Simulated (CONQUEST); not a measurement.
Crystal: GaP.

```xyz
4
Lattice="3.8541 0.0000 0.0000 0.0000 3.8541 0.0000 0.0000 0.0000 5.4505" Properties=species:S:1:pos:R:3 pbc="T T T"
Ga    0.0000    0.0000    0.0000
Ga    1.9270    1.9270    2.7252
P     0.0000    1.9270    1.3626
P     1.9270    0.0000    4.0879
```

Base run:

```yaml
Program: CONQUEST 1.3
Functional: PBE
Potentials_or_basis: PseudoDojo NC PBE, DZP, grid cutoff 120 Ha
k_mesh: 7 × 7 × 5
Occupations: fermi-dirac, width 0.05 eV
Spin: no spin polarisation
```

Its results: band gap on the k mesh 1.54 eV; pressure 3.4 GPa.

Q: After a change of settings the same cell gave: band gap on the k mesh 1.81 eV; pressure 5.0 GPa. Which change was it?
A. potentials or basis from PseudoDojo NC PBE, DZP, grid cutoff 120 Ha to PseudoDojo NC PBE, SZP, grid cutoff 120 Ha; k mesh from 7 × 7 × 5 to 5 × 5 × 4
B. potentials or basis from PseudoDojo NC PBE, DZP, grid cutoff 120 Ha to PseudoDojo NC PBE, SZP, grid cutoff 120 Ha; k mesh from 7 × 7 × 5 to 9 × 9 × 6
C. potentials or basis from PseudoDojo NC PBE, DZP, grid cutoff 120 Ha to PseudoDojo NC PBE, DZ, grid cutoff 120 Ha
D. potentials or basis from PseudoDojo NC PBE, DZP, grid cutoff 120 Ha to PseudoDojo NC PBE, SZP, grid cutoff 120 Ha; k mesh from 7 × 7 × 5 to 6 × 6 × 4

A: C.

Caveats: the box holds several primitive cells, so bands are folded and the points are those of the box's own zone; an odd mesh through Γ misses points on the zone boundary, where band edges often lie; the basis of atomic orbitals isn't converged, which shifts pressures, moduli and gaps; the atomic basis is small (some runs); the real-space grid breaks the cell's symmetry a little (some runs).
